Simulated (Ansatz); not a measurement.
**Is this MgS structure a true minimum?**

The cell was found from a structure generator's guess, not taken from experiment.

Method: DFT PBE+D3(BJ), scalar-relativistic, plane waves, PAW (Ansatz). Plane waves to 420 eV, a k mesh through Γ of 6×6×2 on the computed 8-atom cell and Gaussian smearing (0.02 eV); no spin polarisation.

The cell below (8 atoms, space group P6_3mc (No. 186)) is relaxed within its symmetry.

```
Mg S
1.0
     3.99126    0.00000    0.00000
    -1.99563    3.45653    0.00000
     0.00000    0.00000   12.91185
Mg S
4 4
Direct
  0.66667 0.33333 0.03825
  0.00000 0.00000 0.28733
  0.00000 0.00000 0.78733
  0.33333 0.66667 0.53825
  0.66667 0.33333 0.22688
  0.00000 0.00000 0.97650
  0.00000 0.00000 0.47650
  0.33333 0.66667 0.72688
```

For the test it was strained at random (σ = 1.5 % a component), the atoms were moved at random (σ = 0.05 Å), and all was relaxed again on a coarse 6×6×1 mesh (in the run’s order of axes) with 0.10 eV smearing, with no symmetry imposed.

Question: Is the structure stable against such a distortion?

Answer: It returns, within 1 meV/atom of the unmoved cell on that mesh and with the same symmetry when read at 0.1 Å (P1 at 0.01 Å, so small strains and shifts remain). So it is stable against the distortions that fit this cell and that this random move excites. Modes that don't fit the cell aren't tested.
